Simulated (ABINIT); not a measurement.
The system is ZnO (zincite).

```
Zn O
1.0
     3.24931    0.00000    0.00000
    -1.62465    2.81398    0.00000
     0.00000    0.00000    5.20571
Zn O
2 2
Direct
  0.66667 0.33333 0.00000
  0.33333 0.66667 0.50000
  0.33333 0.66667 0.87901
  0.66667 0.33333 0.37901
```

Base run:

| Property | Result |
| --- | --- |
| Program | ABINIT 10.8.3 (patched build) |
| Functional | PBE |
| Potentials or basis | JTH PAW PBE v2.0 |
| Cutoff | 626 eV |
| k mesh | 9 × 9 × 5 |
| Occupations | fermi-dirac, width 0.05 eV |
| Spin | no spin polarisation |

Its results: band gap on the k mesh 0.79 eV, direct; pressure 4.4 GPa; largest force 0.072 eV/Å.

**Question.** The run is repeated on the same cell with these changes: functional from PBE to WC. What comes out?

**Answer.** Band gap on the k mesh 0.68 eV, direct; pressure -1.9 GPa; largest force 0.063 eV/Å.

WC binds more tightly than PBE, so the same cell stands under less pressure.

Caveats: an odd mesh through Γ misses points on the zone boundary, where band edges often lie (some runs); the PAW data sets were made with another functional, which shifts forces and pressure a little (some runs).

Not every run made on this cell is shown here.
